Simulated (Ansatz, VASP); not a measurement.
**HfC in VASP and in Ansatz**

Contents of INCAR:

```
SYSTEM = HfC
PREC = Accurate
ENCUT = 520
EDIFF = 1E-6
ISMEAR = 0
SIGMA = 0.1
LREAL = .FALSE.
LASPH = .TRUE.
NELM = 60
ALGO = Normal
ISIF = 2
LWAVE = .FALSE.
LCHARG = .FALSE.
GGA = PS
NBANDS = 14
```

The input KPOINTS:

```
Automatic mesh
0
G
  16 16 16
  0 0 0
```

File POSCAR:

```
HfC
1.0
    0.0000000000      2.3036603898      2.3036603898
    2.3036603898      0.0000000000      2.3036603898
    2.3036603898      2.3036603898      0.0000000000
Hf C
1 1
Direct
    0.5000000000      0.5000000000      0.5000000000
    0.0000000000      0.0000000000      0.0000000000
```

Input for Ansatz:

```yaml
crystal:
  lattice:
    - [0.0, 2.3036603895, 2.3036603895]
    - [2.3036603895, 0.0, 2.3036603895]
    - [2.3036603895, 2.3036603895, 0.0]
  atoms:
    - { symbol: Hf, position: [0.5, 0.5, 0.5] }
    - { symbol: C, position: [0.0, 0.0, 0.0] }
basis:
  ecutwfc: 420
kpoints:
  mp_grid: { grid: [16, 16, 16] }
  band_path:
    path:
      - [[0.0, 0.0, 0.0], [0.5, 0.0, 0.5], [0.625, 0.25, 0.625]]
      - [[0.375, 0.375, 0.75], [0.0, 0.0, 0.0], [0.5, 0.5, 0.5], [0.5, 0.25, 0.75], [0.5, 0.0, 0.5]]
    npoints: 14
hamiltonian:
  xc: pbesol
scf:
  occupations: { method: gaussian, width: 0.1 }
  n_extra_bands: 6
output:
  forces: true
  stress: true
  eigenvalues: true
  populations: true
  dos: { projected: true, de: 0.02, nscf_kmesh: { grid: [24, 24, 24] } }
  bader: true
  write_density: true
  write_potential: true
  elf: true
  volumetric_format: npy
```

Alike in both runs: task single point; functional PBEsol; k mesh 16 × 16 × 16; occupations gaussian, width 0.1 eV; no spin polarisation.

```csv
,VASP,Ansatz
version,VASP 6.6.1,Ansatz 0.2.0
potentials or method,"VASP PAW PBE potentials, release 64 (Hf_pv, C)","scalar-relativistic, plane waves, PAW"
plane-wave cutoff (eV),520,420
valence electrons in the cell,14,30
```

```tsv
	VASP	Ansatz	Ansatz less VASP
gap on the k mesh at the Fermi level (eV)	none	none	-
pressure (GPa)	-0.4	0.0	+0.33
```

A gap of «none» marks a metal or a gap that the smearing closes. With one functional, cell and mesh, what is left measures potentials, basis and numerics. The two sets of potentials don't hold the same shells in valence.

Caveats: the PAW data sets were made with another functional, which shifts forces and pressure a little (VASP). The runs have no spin-orbit coupling, so splittings on Hf are missing.
